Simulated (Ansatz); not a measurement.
The cell is LiNbO3 in the LiNbO3 structure; cell and atoms were relaxed with r2SCAN. Space group R3c (No. 161), trigonal; conventional cell a = 5.137 Å, c = 13.885 Å, 10.58 Å³ an atom. Around Li lie 6 O at 2.05–2.24 Å; around Nb lie 6 O at 1.88–2.14 Å; around O lie 2 Nb at 1.88–2.14 Å and 2 Li at 2.05–2.24 Å.

The questions ask for values computed with the PAW code Ansatz on this geometry. Simulation only: non-magnetic, and no claim that this is the phase found in nature.

Given (6×6×6 mesh): The PBE gap is indirect, 3.59 eV (Γ–T (0.30 of the way from Γ) to S₂–F (0.10 of the way from S₂)), below the direct gap of 3.66 eV at Γ.

(1) What does HSE06 give for the gap (4×4×4 mesh)?

(2) How does the gap change from PBE to PBE0 (4×4×4)?

(3) How strongly does the crystal screen a field with clamped ions (r2SCAN)?

(4) What do these levels agree on?

Results:

(1) The HSE06 gap is indirect, 5.03 eV (Γ–T (0.27 of the way from Γ) to S₂–F (0.10 of the way from S₂)), below the direct gap of 5.10 eV at Γ. The gap differs by +1.44 eV from PBE's.

(2) With PBE0 the valence top lies at Γ–T (0.27 of the way from Γ) and the conduction bottom at S₂–F (0.10 of the way from S₂), 5.79 eV higher; the smallest vertical gap, at Γ, is 5.86 eV. The gap differs by +2.20 eV from PBE's.

(3) ε∞: 4.98 along x and y, 4.73 along z. Born charges, averaged over directions: Li +1.14, Nb +6.91, O -2.68 e.

(4) r2SCAN covers 29 % of the step from PBE to HSE06. Among these functionals the gap stays indirect.

Where an edge lies off the special points, it is a point of the mesh or the k point where a search put PBE's edge or least direct gap, reused for the other functionals, whose own edges may lie a little apart; PBE's own value is read along its path and can be a few hundredths of an eV high.

The meshes of the hybrids are coarse, so their gaps aren't converged to the digits shown.
